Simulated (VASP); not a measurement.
A run of VASP 6.6.1 is set up as follows.

POSCAR

```
HfS2
1.0
    3.5993616680      0.0000000000      0.0000000000
   -1.7996808339      3.1171386419     -0.0000000000
    0.0000000000     -0.0000000000      5.7653282209
  Hf              S
     1     2
Direct
     0.0000000000000000    1.0000000000000000    1.0000000000000000
     0.6666666699999979    0.3333333300000021    0.7478869563976063
     0.3333333300000021    0.6666666699999979    0.2521130436023937
```

INCAR.step1

```
SYSTEM = HfS2
  ALGO = Normal
  EDIFF = 1E-8
  EDIFFG = -0.002
  ENCUT = 600
  GGA = PE
  IBRION = 2
  ISIF = 3
  ISMEAR = 0
  IVDW = 12
  KPAR = 2
  LASPH = .True.
  LCHARG = .False.
  LREAL = .False.
  LWAVE = .False.
  NELM = 80
  NSW = 40
  PREC = Accurate
  PSTRESS = 15.0
  SIGMA = 0.03
```

The input INCAR.step2:

```
SYSTEM = HfS2
  ALGO = Normal
  EDIFF = 1E-8
  ENCUT = 600
  GGA = PE
  IBRION = 6
  ISIF = 2
  ISMEAR = 0
  IVDW = 12
  KPAR = 2
  LASPH = .True.
  LCHARG = .False.
  LREAL = .False.
  LWAVE = .False.
  NELM = 80
  NFREE = 2
  NSW = 1
  POTIM = 0.015
  PREC = Accurate
  PSTRESS = 15.0
  SIGMA = 0.03
```

Contents of KPOINTS:

```
k-points
0
Gamma
  9 9 5
  0 0 0
```

Potentials or basis: VASP PAW PBE potentials, release 64 (Hf_pv, S).

The run is started by

```console
$ cat potpaw_PBE.64/Hf_pv/POTCAR potpaw_PBE.64/S/POTCAR > POTCAR
$ cp INCAR.step1 INCAR
$ mpirun -np 2 vasp_std > vasp.out
$ cp CONTCAR POSCAR
$ cp INCAR.step2 INCAR
$ mpirun -np 2 vasp_std > vasp.out
```

Task: Estimate the highest phonon frequency at Γ, LO-TO splitting left out.

Result: 342 cm⁻¹.

Task: Estimate the dispersion energy per atom.

Result: -0.358 eV.

Task: What does it give for the relaxed cell?

Result: a = 3.575 Å, b = 3.575 Å, c = 5.621 Å, α = 90.00°, β = 90.00°, γ = 120.00°.

Step by step:
```csv
step,energy change (eV),largest force (eV/Å),pressure (GPa),volume (Å³)
1,0.0000,0.0035,0.00,64.69
2,0.0182,0.3743,3.22,62.82
3,0.0042,0.1786,1.51,63.78
4,0.0044,0.1360,1.51,63.49
5,0.0088,0.0055,1.54,62.62
6,0.0099,0.0144,1.54,62.49
7,0.0101,0.0175,1.43,62.30
8,0.0105,0.0185,1.41,62.25
9,0.0122,0.0364,1.80,62.08
10,0.0109,0.0031,1.52,62.20
11,0.0109,0.0039,1.51,62.21
12,0.0107,0.0019,1.50,62.22
```

Spin-orbit coupling is left out, which matters for the levels of Hf.
